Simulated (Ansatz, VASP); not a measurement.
Given: the input of a run of VASP 6.6.1 on NiO. 

File INCAR:

```
SYSTEM = NiO
PREC = Accurate
ENCUT = 520
EDIFF = 1E-7
ISMEAR = 0
SIGMA = 0.015
LREAL = .False.
LASPH = .True.
NELM = 120
ALGO = Normal
ISIF = 2
LWAVE = .False.
LCHARG = .True.
ISPIN = 2
MAGMOM = 1 0
LORBIT = 11
LMAXMIX = 4
GGA = PE
LELF = .True.
LVHAR = .True.
NBANDS = 19
```

Contents of KPOINTS:

```
Automatic mesh
0
Gamma
  11 11 11
  0 0 0
```

POSCAR

```
NiO
1.0
    0.0000000000      2.0859016414      2.0859016414
    2.0859016414      0.0000000000      2.0859016414
    2.0859016414      2.0859016414      0.0000000000
Ni O
1 1
Direct
    0.0000000000      0.0000000000      0.0000000000
    0.5000000000      0.5000000000      0.5000000000
```

Potentials or basis: VASP PAW PBE potentials, release 64 (Ni, O).

Launch:

```bash
$ cat potpaw_PBE.64/Ni/POTCAR potpaw_PBE.64/O/POTCAR > POTCAR
$ mpirun -np 1 vasp_std > vasp.out
```

Translate it to Ansatz 0.2.0. Potentials or basis there: all-electron LAPW, scalar-relativistic.

As run (cutoffs and basis follow the program's own potentials, and thresholds, step limits or extra output files can differ):

input.yaml

```yaml
crystal:
  lattice:
    - [0.0, 2.0859016414, 2.0859016414]
    - [2.0859016414, 0.0, 2.0859016414]
    - [2.0859016414, 2.0859016414, 0.0]
  atoms:
    - { symbol: Ni, position: [0.0, 0.0, 0.0], spin: 1.0 }
    - { symbol: O, position: [0.5, 0.5, 0.5] }
kpoints:
  mp_grid: { grid: [11, 11, 11] }
scf:
  occupations: { method: gaussian, width: 0.015 }
hamiltonian:
  xc: pbe
  pseudopotentials: { kind: all_electron, lapw: { basis_error: 0.001 } }
magnetization:
  spin_polarized: true
output:
  forces: true
  stress: true
  eigenvalues: true
```

Potentials or basis: all-electron LAPW, scalar-relativistic.

The run is started by

```bash
$ ansatz run input.yaml --threads 2 --pin off --max-ram 6144MiB --backend cpu --events-out ev --progress --plain --runs-dir out
```

Both were run:

|  | VASP | Ansatz |
| --- | --- | --- |
| Pressure | 6.1 GPa | 6.6 GPa |
| Net moment | 1.78 μB per cell | 1.82 μB per cell |

Where Ansatz's input types no cutoff or centring, it takes its own default and a Γ-centred mesh.

The magnetic state is the one that the start led to; the real crystal's order can differ.

Pressure is positive in compression.
